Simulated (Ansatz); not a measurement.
# N: the cost of one run

Program: Ansatz 0.2.0. Level of theory: DFT PBE+D3(BJ), scalar-relativistic, plane waves, PAW. These are calculated values, not measurements.

6 further runs of the same task are left out: 6 set aside as unsound or not needed.

## Step 1: Starting point

The structure is hexagonal, space group P6_3/mmc (No. 194). Conventional cell: a = 3.822 Å, b = 3.822 Å, c = 7.423 Å, α = 90.00°, β = 90.00°, γ = 120.00°. Around N (site symmetry 3m) lie 1 N at 1.10 Å.

Structure file:

```xyz
4
Lattice="3.8219 0.0000 0.0000 -1.9109 3.3099 0.0000 0.0000 0.0000 7.4228" Properties=species:S:1:pos:R:3 pbc="T T T"
N     0.0000    2.2066    2.4068
N     0.0000    2.2066    1.3046
N     1.9109    1.1033    6.1182
N     1.9109    1.1033    5.0161
```

It goes back to an entry of the Materials Project, which need not be the stable form.

This cell was relaxed beforehand with the same method: volume 23.47 Å³/atom, gap on the mesh 7.13 eV.

The other end member, C, comes from an earlier run at this level (4 atoms, E(σ→0) -1003.8987 eV, gap 3.31 eV on its own mesh).

## Step 2: The supercell

All compositions use one supercell of 8 atoms, with rows -1 -1 0; -1 1 0; 0 0 -1 in vectors of the cell above. It holds 8 N sites. Each start interpolates cell and positions linearly between the end members.

## Step 3: End member N in the supercell

Contents of input.yaml:

```yaml
crystal:
  lattice:
    - [-1.9109442014, -3.3098524472, 0.0]
    - [-5.7328326042, 3.3098524472, 0.0]
    - [0.0, 0.0, -7.4228176037]
  atoms:
    - { symbol: "N", position: [0.0, 0.6666666667, 0.6757618192] }
    - { symbol: "N", position: [0.5, 0.1666666667, 0.6757618192] }
    - { symbol: "N", position: [0.0, 0.6666666667, 0.8242381808] }
    - { symbol: "N", position: [0.5, 0.1666666667, 0.8242381808] }
    - { symbol: "N", position: [0.0, 0.3333333333, 0.1757618192] }
    - { symbol: "N", position: [0.5, 0.8333333333, 0.1757618192] }
    - { symbol: "N", position: [0.0, 0.3333333333, 0.3242381808] }
    - { symbol: "N", position: [0.5, 0.8333333333, 0.3242381808] }
basis:
  ecutwfc: 420
kpoints:
  mp_grid: { grid: [8, 4, 4] }
hamiltonian:
  xc: pbe
  dispersion: d3bj
scf:
  occupations: { method: gaussian, width: 0.02 }
output:
  forces: true
  stress: true
  eigenvalues: true
relax:
  adjacent_minimum: "off"
  f_tol: 0.015
  max_steps: 60
  cell: { stress_tol: 0.15 }
```

The run is started by

```
$ ansatz run input.yaml --threads 1 --pin off --max-ram 2560MiB --backend cpu --events-out ev --progress --plain --runs-dir out
```

Q: Estimate wall time and peak memory on 1 thread of Intel Xeon 6975P-C (Granite Rapids), shared host.

About 11 s, with a peak of 0.52 GiB.
